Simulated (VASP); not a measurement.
Data:

```
SrF2
1.0
    0.00000     2.93369     2.93369
    2.93369     0.00000     2.93369
    2.93369     2.93369     0.00000
Sr F
1 2
Direct
  0.00000   0.00000   0.00000
  0.25000   0.25000   0.25000
  0.75000   0.75000   0.75000
```

All values below come from PBE GGA, VASP's PBE PAW potentials (set 64) (plane waves; VASP 6.6.1). Run with PREC = Normal, EDIFF = 1E-5, 450 eV cut-off, 9×9×9 Γ-centred mesh, Gaussian smearing of 0.050 eV, potentials Sr_sv F.

At this cut-off the stress carries a Pulay error, which pulls relaxed volumes low.

Predict the energy per atom (σ→0), pressure.

```
Quantity                        Value
---------------------  --------------
energy per atom (σ→0)  -5.694 eV/atom
pressure                    -1.98 GPa
```

The compound is SrF2 in the fluorite structure. It was relaxed first.
